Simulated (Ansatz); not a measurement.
# LiF: how the settings move a single-point run

Question: which choices in the input matter for LiF? The cell is built on a prototype (zincblende) and needn't be the phase found in nature.

Program: Ansatz 0.2.0. Level of theory: reference: DFT, HSE06, plane waves, PAW. These are calculated values, not measurements.

4 further runs of the same task are left out: 4 that didn't finish.

### Step 1. The structure to begin with

The structure is cubic, space group F-43m (No. 216). The conventional cell has a = 4.289 Å, b = 4.289 Å, c = 4.289 Å, α = 90.00°, β = 90.00°, γ = 90.00°. Li (site symmetry -43m) is surrounded by 4 F at 1.86 Å. F (site symmetry -43m) has 4 Li at 1.86 Å as nearest neighbours.

Coordinates:

```
Li F
1.0
     0.00000    2.14461    2.14461
     2.14461    0.00000    2.14461
     2.14461    2.14461    0.00000
Li F
1 1
Direct
  0.00000 0.00000 0.00000
  0.25000 0.25000 0.25000
```

### Step 2. Baseline

Input file input.yaml:

```yaml
crystal:
  lattice:
    - [0.0, 2.144610548, 2.144610548]
    - [2.144610548, 0.0, 2.144610548]
    - [2.144610548, 2.144610548, 0.0]
  atoms:
    - { symbol: Li, position: [0.0, 0.0, 0.0] }
    - { symbol: F, position: [0.25, 0.25, 0.25] }
kpoints:
  mp_grid: { grid: [4, 4, 4] }
hamiltonian:
  xc: hse06
scf:
  occupations: { method: fixed }
  n_extra_bands: 4
output:
  forces: true
  stress: true
  eigenvalues: true
```

The run is started by

```bash
> ansatz run input.yaml --threads 4 --pin off --max-ram 3686MiB --backend cpu --events-out ev --progress --plain --runs-dir out
```

### Step 3. Changing settings: occupations.method methfessel_paxton, occupations.width 0.2

Changes to input.yaml since step 2:

```diff
@@ -13,3 +13,3 @@
 scf:
-  occupations: { method: fixed }
+  occupations: { method: methfessel_paxton, width: 0.2 }
   n_extra_bands: 4
```

What does the calculation give? Wanted: for each run, ending; energy change; pressure; gap; force.

As calculated:

| run | ending | energy change | pressure (GPa) | gap (eV) | force (eV/Å) | cycles | time |
| --- | --- | --- | --- | --- | --- | --- | --- |
| reference | converged | 0 | 0.8 | 10.11 | 0.00 | 11 | 11 s |
| 1: occupations.method methfessel_paxton, occupations.width 0.2 | converged | 0.0 meV/atom (σ→0) | 0.9 | 10.11 | 0.00 | 12 | 11 s |

Residual by cycle in the longest SCF loop of each run; runs are numbered as in the table. The quantity is the density residual dr2, in eV.

| cycle | reference | run 1 |
| --- | --- | --- |
| 1 | 0.0126 | 0.0127 |
| 2 | 0.00151 | 0.00151 |
| 3 | 5.1e-4 | 5.1e-4 |
| 4 | 7.0e-5 | 7.0e-5 |
| 5 | 8.5e-6 | 8.5e-6 |
| 6 | 1.4e-5 | 1.4e-5 |
| 7 | 3.4e-7 | 3.4e-7 |

The changed input (smearing) leaves the energy the same to the digits printed. Cost: 12 SCF cycles against 11.
